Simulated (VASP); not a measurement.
Set up this calculation in VASP 6.6.1, as the native input.

```yaml
Task: relaxation of cell and atoms
Functional: PBEsol
Potentials_or_basis: VASP PAW PBE potentials, release 64 (Sr_sv, Ba_sv, Ti_sv, O)
Cutoff: 600 eV
k_mesh: 6 × 6 × 6
Occupations: gaussian, width 0.03 eV
Spin: no spin polarisation
Further_INCAR_settings: ALGO = Normal; EDIFF = 1e-06; IBRION = 2; EDIFFG = -0.01; NSW = 90; ISIF = 3
```

The structure of BaSrTi2O6 lies in POSCAR:

```
BaSrTi2O6
1.0
   -3.9556400000      3.9556400000      3.9556400000
    3.9556400000     -3.9556400000      3.9556400000
    3.9556400000      3.9556400000     -3.9556400000
Sr Ba Ti O
2 2 4 12
Direct
    0.5000000000      0.5000000000      0.5000000000
    0.0000000000      0.0000000000      0.5000000000
    0.0000000000      0.5000000000      0.0000000000
    0.5000000000      0.0000000000      0.0000000000
    0.0000000000      0.0000000000      0.0000000000
    0.5000000000      0.5000000000      0.0000000000
    0.5000000000      0.0000000000      0.5000000000
    0.0000000000      0.5000000000      0.5000000000
    0.0000000000      0.2500000000      0.2500000000
    0.5000000000      0.7500000000      0.2500000000
    0.5000000000      0.2500000000      0.7500000000
    0.0000000000      0.7500000000      0.7500000000
    0.2500000000      0.0000000000      0.2500000000
    0.7500000000      0.5000000000      0.2500000000
    0.7500000000      0.0000000000      0.7500000000
    0.2500000000      0.5000000000      0.7500000000
    0.2500000000      0.2500000000      0.0000000000
    0.7500000000      0.7500000000      0.0000000000
    0.7500000000      0.2500000000      0.5000000000
    0.2500000000      0.7500000000      0.5000000000
```

The cell was built by a generator and needn't be a form met in nature.

The input as run:

INCAR

```
SYSTEM = BaSrTi2O6
PREC = Accurate
ENCUT = 600
EDIFF = 1E-6
ISMEAR = 0
SIGMA = 0.03
LREAL = .False.
LASPH = .True.
NELM = 80
ALGO = Normal
ISIF = 3
LWAVE = .False.
LCHARG = .False.
GGA = PS
IBRION = 2
NSW = 90
EDIFFG = -0.01
LUSENCCL = .False.
```

KPOINTS

```
Automatic mesh
0
Gamma
  6 6 6
  0 0 0
```

Potentials or basis: VASP PAW PBE potentials, release 64 (Sr_sv, Ba_sv, Ti_sv, O).

Command:

```bash
$ cat potpaw_PBE.64/Sr_sv/POTCAR potpaw_PBE.64/Ba_sv/POTCAR potpaw_PBE.64/Ti_sv/POTCAR potpaw_PBE.64/O/POTCAR > POTCAR
$ mpirun -np 1 vasp_std > vasp.out
```

It gave:

| Property | Result |
| --- | --- |
| Relaxed volume | 12.23 Å³/atom |
| Relaxed cell | a = 6.823 Å, b = 6.823 Å, c = 6.823 Å, α = 109.45°, β = 109.45°, γ = 109.52° |
| Space group after relaxing (to 0.05 Å) | P4/mmm (No. 123) |
| Energy gained by relaxing | 3.4 meV/atom |
| Ionic steps | 5 |
| Pressure after relaxing | 0.0 GPa |
| Band gap on the k mesh | 1.76 eV |

Caveat: the PAW data sets were made with another functional, which shifts forces and pressure a little; spin-orbit coupling is left out, which moves the levels of the heavy elements.

It took 18 min on 1 × NVIDIA H100 80GB with 1 thread of AMD EPYC 7R13 Processor (Zen 3) (shared host), peak memory 1.9 GiB.
